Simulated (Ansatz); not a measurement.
# Gd (fcc): the equilibrium volume

Aim: the volume at which the pressure of Gd (fcc) vanishes. The run doesn't test whether this is the element's stable form.

Program: Ansatz 0.2.0. Level of theory: DFT r²SCAN, scalar-relativistic, plane waves, PAW (the target; the first runs use scalar-relativistic PBE). These are calculated values, not measurements.

### 1 The starting structure

Symmetry: Fm-3m, No. 225, cubic system. Conventional cell: a = 5.100 Å, b = 5.100 Å, c = 5.100 Å, α = 90.00°, β = 90.00°, γ = 90.00°. Around Gd (site symmetry m-3m) lie 12 Gd at 3.61 Å.

Coordinates:

```
Gd
1.0
     0.00000    2.55001    2.55001
     2.55001    0.00000    2.55001
     2.55001    2.55001    0.00000
Gd
1
Direct
  0.00000 0.00000 0.00000
```

The moments start at Gd 7.00 μB.

### 2 The first run (PBE, 6×6×6 mesh)

File input.yaml:

```yaml
crystal:
  lattice:
    - [0.0, 2.5500089709, 2.5500089709]
    - [2.5500089709, 0.0, 2.5500089709]
    - [2.5500089709, 2.5500089709, 0.0]
  atoms:
    - { symbol: Gd, position: [0.0, 0.0, 0.0], spin: 7.0 }
basis:
  ecutwfc: 420
  ecutrho_ratio: 4
kpoints:
  mp_grid: { grid: [6, 6, 6] }
hamiltonian:
  xc: pbe
scf:
  occupations: { method: gaussian, width: 0.05 }
output:
  forces: true
  stress: true
  eigenvalues: true
  populations: true
magnetization:
  spin_polarized: true
```

Log, cut to the lines that bear on the results:

```text
Warning: RAYON_NUM_THREADS=2 ignored (pool sized by the plan → 2); use --threads N
Gd: projections on atomic orbitals take those of the free atom [Kr 4d10] 4f7 5s2 5p6 5d1 6s2, of charge +0.00 (hamiltonian.pseudopotentials.projection_atoms); the dataset's partial waves leave at most 2.5e-4 of an orbital's norm unspanned inside its sphere
[...]
Pseudopotentials: kind: paw
Pseudopotential: Gd, paw, valence charge 18, recommended cutoff 420 eV (normal), Gd.paw.azcp
Functional definition: PBE
[...]
Crystal: 1 atoms, lattice volume = 33.163 Å³
Basis set: ecut = 420 eV, 645 PW (Γ), exchange–correlation on 50×50×50 points (8 copies of the dense FFT grid, shifted against one another)
Bands: 17, of which v1, the nominal top of the filled ones, is band 9 counted from 1 (8 counted from 0)
Symmetry: 48 space group operations
Space group: Fm-3m (ITA 225), of the structure as read, at distance tolerance 3.2e-5 Å
Magnetic group: BNS 225.116 (UNI 1618), of the structure as read, at distance tolerance 3.2e-5 Å
k-points: 16 of 216
[...]
Starting moments: Σ|m| = 7 μB on 1 of 1 site
[...]
SCF iter   1: F=—  HF=-9331.953101 eV  |F-HF|=—  |Δ(HF+E_count)|=         —  Δρ=2.82e-2 (↑7.72e-3 ↓2.82e-2)  dr2=1.62e-1  dr2_m=9.13e-2  M=7.085 μB ∫|m|=7.085 μB  β_m=0.30  ethr=9.09e-4  ⟨swp⟩=1.0  Hψ=3168  notcnv=0
[...]
spin=Collinear: Kerker preconditioning applied to the charge; magnetization (m = ρ↑ − ρ↓) channel mixes plain (no charge-response kernel on spin).
[...]
SCF iter  11: F=-9332.175935 eV  HF=-9332.175935 eV  |F-HF|=1.16e-8  |Δ(HF+E_count)|=   7.86e-9  Δρ=6.35e-6 (↑1.17e-6 ↓6.35e-6)  dr2=1.08e-8  dr2_m=3.51e-9  M=7.406 μB ∫|m|=7.406 μB  ethr=1.10e-11  ⟨swp⟩=3.0  Hψ=1741  notcnv=0
[...]
the search or the solves at the SCF's close seem to have found levels that the self-consistency loop had missed (the run counts 1). By its estimate they hold under 1e-12 electrons; where the run keeps them, the occupations were computed again with them
SCF converged after 11 iterations
Magnetization: 7.4058 μB (12.7029 up, 5.2971 down)
Absolute magnetization: 7.4058 μB (∫|ρ↑−ρ↓|)
Spin contamination: 0.0066 ħ² per cell (⟨S²⟩ above its minimum at these occupations)
Per-site moments (μB) at R_I (Å): [(7.217137579301826, 1.4875811242131838)]
Free energy (F): -9332.175935 eV
[...]
E sigma→0 (E₀):  -9332.175287 eV
Entropy (-TS):   -0.001296 eV (-1.296 meV/atom)
Fermi energy:    12.264005 eV
[...]
--- Forces (eV/Å), atoms counted from 1 ---
  atom   1  Gd     0.00000000     0.00000000     0.00000000
[...]
--- Stress (GPa, compression-positive) ---
       -0.336596      -0.000000       0.000000
       -0.000000      -0.336596      -0.000000
       -0.000000       0.000000      -0.336596
  P = ⅓ Tr σ = -0.3366 GPa (-3.366 kbar)
--- Band table (eV; the first three rows and the last of 32) ---
  k-point 0 ↑: bands = ["-32.9803", "-10.0496", "-10.0496", "-10.0496", "7.2357", "7.4416", "7.5266", "7.5266", "7.5266", "7.6277", "7.6277", "7.6277", "13.6057", "13.6057", "13.6057", "15.8520", "15.8520"]
[...]
--- Löwdin populations: 1 site ---
  site symbol       q [e]    m [muB]
     0     Gd     17.9633     7.3939
  spilling = 0.002039 (of n_electrons = 18.000000)
```

Wall time 2.4 s (2 threads of an Arm CPU, shared host); peak memory 0.32 GiB.

Read off: volume 33.163 Å³/atom, pressure -0.34 GPa, no gap, moments in the atoms' spheres Gd 7.22 μB.

### 3 Stepping to 33.030 Å³/atom (PBE, 6×6×6 mesh)

File input.yaml:

```yaml
crystal:
  lattice:
    - [0.0, 2.5466044155, 2.5466044155]
    - [2.5466044155, 0.0, 2.5466044155]
    - [2.5466044155, 2.5466044155, 0.0]
  atoms:
    - { symbol: Gd, position: [0.0, 0.0, 0.0], spin: 7.94 }
basis:
  ecutwfc: 420
  ecutrho_ratio: 4
kpoints:
  mp_grid: { grid: [6, 6, 6] }
hamiltonian:
  xc: pbe
scf:
  occupations: { method: gaussian, width: 0.05 }
output:
  forces: true
  stress: true
  eigenvalues: true
  populations: true
magnetization:
  spin_polarized: true
```

Log, cut to the lines that bear on the results:

```text
Warning: where an SCF of this run starts from atoms to list the orders of its open shells, Gd (site 0, from 0) starts with 6.64 μB on its 4f shell and 0.64 μB on its 5d shell, in the place of the 7.94 μB that the deck gives it: its open shells can hold no more by Hund's first rule. To [...]
Warning: RAYON_NUM_THREADS=2 ignored (pool sized by the plan → 2); use --threads N
Gd: projections on atomic orbitals take those of the free atom [Kr 4d10] 4f7 5s2 5p6 5d1 6s2, of charge +0.00 (hamiltonian.pseudopotentials.projection_atoms); the dataset's partial waves leave at most 2.5e-4 of an orbital's norm unspanned inside its sphere
[...]
[... 3 set-up lines as earlier in the session ...]
[...]
Crystal: 1 atoms, lattice volume = 33.030 Å³
Basis set: ecut = 420 eV, 645 PW (Γ), exchange–correlation on 50×50×50 points (8 copies of the dense FFT grid, shifted against one another)
[...]
SCF converged after 10 iterations
Magnetization: 7.4025 μB (12.7013 up, 5.2987 down)
Absolute magnetization: 7.4025 μB (∫|ρ↑−ρ↓|, with the PAW one-centre terms)
Spin contamination: 0.0066 ħ² per cell (⟨S²⟩ above its minimum at these occupations)
Per-site moments (μB) at R_I (Å): [(7.215231551744724, 1.4855950322397147)]
Free energy (F): -9332.176172 eV
[...]
E sigma→0 (E₀):  -9332.175485 eV
Entropy (-TS):   -0.001374 eV (-1.374 meV/atom)
Fermi energy:    12.319265 eV
[...]
--- Forces (eV/Å), atoms counted from 1 ---
  atom   1  Gd     0.00000000     0.00000000    -0.00000000
[...]
--- Stress (GPa, compression-positive) ---
       -0.211492      -0.000000       0.000000
       -0.000000      -0.211492      -0.000000
        0.000000      -0.000000      -0.211492
  P = ⅓ Tr σ = -0.2115 GPa (-2.115 kbar)
--- Band table (eV; the first three rows and the last of 32) ---
  k-point 0 ↑: bands = ["-32.9177", "-9.9830", "-9.9830", "-9.9830", "7.2872", "7.5019", "7.5878", "7.5878", "7.5878", "7.6902", "7.6902", "7.6902", "13.6655", "13.6655", "13.6655", "15.9222", "15.9222"]
[...]
--- Löwdin populations: 1 site ---
  site symbol       q [e]    m [muB]
     0     Gd     17.9639     7.3911
  spilling = 0.002005 (of n_electrons = 18.000000)
```

It took 2.3 s on 2 threads of an Arm CPU, shared host; peak memory 0.32 GiB.

In short: volume 33.030 Å³/atom, pressure -0.21 GPa, metallic, moments in the atoms' spheres Gd 7.22 μB.

### 4 Next volume: 32.813 Å³/atom (PBE, 6×6×6 mesh)

input.yaml, as its differences from that of step 3:

```diff
@@ -2,5 +2,5 @@
   lattice:
-    - [0.0, 2.5466044155, 2.5466044155]
-    - [2.5466044155, 0.0, 2.5466044155]
-    - [2.5466044155, 2.5466044155, 0.0]
+    - [0.0, 2.5409949694, 2.5409949694]
+    - [2.5409949694, 0.0, 2.5409949694]
+    - [2.5409949694, 2.5409949694, 0.0]
   atoms:
```

Log, cut to the lines that bear on the results:

```text
Warning: where an SCF of this run starts from atoms to list the orders of its open shells, Gd (site 0, from 0) starts with 6.64 μB on its 4f shell and 0.64 μB on its 5d shell, in the place of the 7.94 μB that the deck gives it: its open shells can hold no more by Hund's first rule. To [...]
Warning: RAYON_NUM_THREADS=2 ignored (pool sized by the plan → 2); use --threads N
Gd: projections on atomic orbitals take those of the free atom [Kr 4d10] 4f7 5s2 5p6 5d1 6s2, of charge +0.00 (hamiltonian.pseudopotentials.projection_atoms); the dataset's partial waves leave at most 2.5e-4 of an orbital's norm unspanned inside its sphere
[...]
[... 3 set-up lines as earlier in the session ...]
[...]
Crystal: 1 atoms, lattice volume = 32.813 Å³
Basis set: ecut = 420 eV, 645 PW (Γ), exchange–correlation on 50×50×50 points (8 copies of the dense FFT grid, shifted against one another)
[...]
SCF converged after 10 iterations
Magnetization: 7.3958 μB (12.6979 up, 5.3021 down)
Absolute magnetization: 7.3958 μB (∫|ρ↑−ρ↓|, with the PAW one-centre terms)
Spin contamination: 0.0066 ħ² per cell (⟨S²⟩ above its minimum at these occupations)
Per-site moments (μB) at R_I (Å): [(7.211344914712459, 1.4823226884045062)]
Free energy (F): -9332.176313 eV
[...]
E sigma→0 (E₀):  -9332.175558 eV
Entropy (-TS):   -0.001509 eV (-1.509 meV/atom)
Fermi energy:    12.411668 eV
[...]
--- Forces (eV/Å), atoms counted from 1 ---
  atom   1  Gd     0.00000000     0.00000000    -0.00000000
[...]
--- Stress (GPa, compression-positive) ---
       -0.005475      -0.000000       0.000000
        0.000000      -0.005475       0.000000
       -0.000000      -0.000000      -0.005475
  P = ⅓ Tr σ = -0.0055 GPa (-0.055 kbar)
--- Band table (eV; the first three rows and the last of 32) ---
  k-point 0 ↑: bands = ["-32.8132", "-9.8720", "-9.8720", "-9.8720", "7.3734", "7.6028", "7.6901", "7.6901", "7.6901", "7.7945", "7.7945", "7.7945", "13.7653", "13.7653", "13.7653", "16.0392", "16.0392"]
[...]
--- Löwdin populations: 1 site ---
  site symbol       q [e]    m [muB]
     0     Gd     17.9650     7.3852
  spilling = 0.001947 (of n_electrons = 18.000000)
```

Run time: 2.3 s. Hardware: 2 threads of an Arm CPU, shared host; peak memory 0.32 GiB.

Result: volume 32.813 Å³/atom, pressure -0.01 GPa, a metal on this mesh, moments in the atoms' spheres Gd 7.21 μB.

### 5 First run at r²SCAN

input.yaml, as its differences from that of step 4:

```diff
@@ -6,10 +6,10 @@
   atoms:
-    - { symbol: Gd, position: [0.0, 0.0, 0.0], spin: 7.94 }
+    - { symbol: Gd, position: [0.0, 0.0, 0.0], spin: 7.0 }
 basis:
-  ecutwfc: 420
+  ecutwfc: 500
   ecutrho_ratio: 4
 kpoints:
-  mp_grid: { grid: [6, 6, 6] }
+  mp_grid: { grid: [14, 14, 14] }
 hamiltonian:
-  xc: pbe
+  xc: r2scan
 scf:
```

Log, cut to the lines that bear on the results:

```text
Warning: RAYON_NUM_THREADS=2 ignored (pool sized by the plan → 2); use --threads N
Gd: projections on atomic orbitals take those of the free atom [Kr 4d10] 4f7 5s2 5p6 5d1 6s2, of charge +0.00 (hamiltonian.pseudopotentials.projection_atoms); the dataset's partial waves leave at most 2.5e-4 of an orbital's norm unspanned inside its sphere
[...]
[... 1 set-up line as earlier in the session ...]
Pseudopotential: Gd, paw, valence charge 18, recommended cutoff 500 eV (meta_gga), Gd.paw.azcp
Functional definition: r2SCAN
[...]
Crystal: 1 atoms, lattice volume = 32.813 Å³
Basis set: ecut = 500 eV, 869 PW (Γ), exchange–correlation on 108×108×108 points (64 copies of the dense FFT grid, shifted against one another)
Bands: 17, of which v1, the nominal top of the filled ones, is band 9 counted from 1 (8 counted from 0)
[... 2 set-up lines as earlier in the session ...]
[...]
Spin contamination: 0.0286 ħ² per cell (⟨S²⟩ above its minimum at these occupations)
Per-site moments (μB) at R_I (Å): [(7.654595432994807, 1.4823226884045062)]
Free energy (F): -9346.159972 eV
[...]
E sigma→0 (E₀):  -9346.159322 eV
Entropy (-TS):   -0.001300 eV (-1.300 meV/atom)
Fermi energy:    12.404532 eV
[...]
--- Forces (eV/Å), atoms counted from 1 ---
  atom   1  Gd    -0.00000000    -0.00000000     0.00000000
[...]
--- Stress (GPa, compression-positive) ---
        1.833722       0.000000      -0.000000
       -0.000000       1.833722      -0.000000
       -0.000000      -0.000000       1.833722
  P = ⅓ Tr σ = 1.8337 GPa (18.337 kbar)
--- Band table (eV; the first three rows and the last of 208) ---
  k-point 0 ↑: bands = ["-34.7362", "-11.1181", "-11.1181", "-11.1181", "6.7127", "6.7671", "6.8351", "6.8351", "6.8351", "6.9302", "6.9302", "6.9302", "13.5792", "13.5792", "13.5792", "16.1563", "16.1563"]
[...]
--- Löwdin populations: 1 site ---
  site symbol       q [e]    m [muB]
     0     Gd     17.9389     8.0147
  spilling = 0.003397 (of n_electrons = 18.000000)
```

It took 25 s on 2 threads of an Arm CPU, shared host; peak memory 0.51 GiB.

This gives: volume 32.813 Å³/atom, pressure 1.83 GPa, a metal on this mesh, moments in the atoms' spheres Gd 7.65 μB.

[end of part 1 of 2]
